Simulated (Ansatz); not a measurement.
MnO:

```xyz
2
Lattice="2.9695 0.0000 0.0000 -1.4847 2.5717 0.0000 0.0000 0.0000 2.8981" Properties=species:S:1:pos:R:3 pbc="T T T"
Mn    0.0000    0.0000    0.0000
O     1.4847    0.8572    1.4490
```

Measurements of this composition are mostly on another form, of space group No. 225.

* Program: Ansatz 0.2.0
* Task: relaxation of cell and atoms
* Functional: PBEsol0
* Potentials or basis: Ansatz PAW
* Cutoff: 420 eV (not typed: the program's choice for these potentials)
* k mesh: 5 × 5 × 5
* Occupations: fermi-dirac, width 0.05 eV
* Spin: collinear spin, ferromagnetic start
* Starting moments: [4.0, 0.0] μB

At the start: volume 11.07 Å³/atom.

**Question.** Where does the relaxation end?

**Answer.** It ends after 7 steps and the volume is 10.81 Å³/atom (-2.3 %); space group P-6m2 (No. 187, to 0.05 Å); moment 5.00 μB per cell.

The path:
```tsv
step	energy change (eV)	largest force (eV/Å)	volume (Å³)
1	0.0000	0.0000	22.13
2	-0.0669	0.0000	21.90
3	-0.0723	0.0000	21.57
4	-0.0721	0.0000	21.63
5	-0.0709	0.0000	21.63
6	-0.0710	0.0000	21.62
7	-0.0710	0.0000	21.62
```

Final structure:
```yaml
crystal:
  lattice:
    - [3.00481, 0.00000, 0.00000]
    - [-1.50240, 2.60224, 0.00000]
    - [0.00000, 0.00000, 2.76534]
  atoms:
    - { symbol: Mn, position: [0.00000, 0.00000, 0.00000] }
    - { symbol: O, position: [0.66667, 0.33333, 0.50000] }
```

Caveat: the k mesh is coarse (spacing up to 0.49 Å⁻¹), so the values aren't converged, least of all with exact exchange; the magnetic or orbital state may not be the lowest; the plane-wave basis is chosen anew once the cell has moved, so the energies of steps on either side of that aren't comparable; the pressure holds a Pulay correction of +0.6 GPa for the finite cutoff; a cell with one magnetic atom can't hold antiferromagnetic order, which such compounds often take; the PAW data sets come from PBE, with cores solved anew for the run's functional, which leaves a small shift of forces and pressure.
